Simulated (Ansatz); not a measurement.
BeS (NiAs type) was relaxed with 5 functionals in the plane-wave code Ansatz, cell and atoms free, the symmetry of the start kept (meshes: PBE 12×12×6, r2SCAN 12×12×4, PBEsol 12×12×4, LDA 12×12×4, HSE06 6×6×4). The calculation is spin-unpolarised, and the structure need not be a phase that has been made.

The LDA result:
```yaml
crystal:
  lattice:
    - [3.24717, 0.00000, 0.00000]
    - [-1.62358, 2.81213, 0.00000]
    - [0.00000, 0.00000, 5.16623]
  atoms:
    - { symbol: Be, position: [0.00000, 0.00000, 0.00000] }
    - { symbol: Be, position: [0.00000, 0.00000, 0.50000] }
    - { symbol: S, position: [0.33333, 0.66667, 0.25000] }
    - { symbol: S, position: [0.66667, 0.33333, 0.75000] }
```

The symmetry is P6_3/mmc (No. 194, hexagonal); conventional cell a = 3.247 Å, c = 5.166 Å, 11.79 Å³ an atom. Be is surrounded by 6 S at 2.28 Å; S is surrounded by 6 Be at 2.28 Å.

Task: How does the cell change with PBE?

Result: a = 3.300 Å, c = 5.247 Å; the volume differs by +4.9 % from LDA's. Be has 6 S at 2.31 Å; S has 6 Be at 2.31 Å.

Task: What lattice does PBEsol give?

Result: a = 3.271 Å, c = 5.207 Å; the volume differs by +2.3 % from LDA's. Around Be lie 6 S at 2.29 Å; around S lie 6 Be at 2.29 Å.

Task: Held at the r2SCAN cell, what mean stress do LDA and PBE find, and does its sign point to their own minimum?

Result: Yes. LDA -5.40 GPa, and its relaxed volume is -4.8 % from r2SCAN's; PBE -0.15 GPa, and its relaxed volume is -0.1 % from r2SCAN's. Compression counts positive, so a positive stress asks for a larger cell.
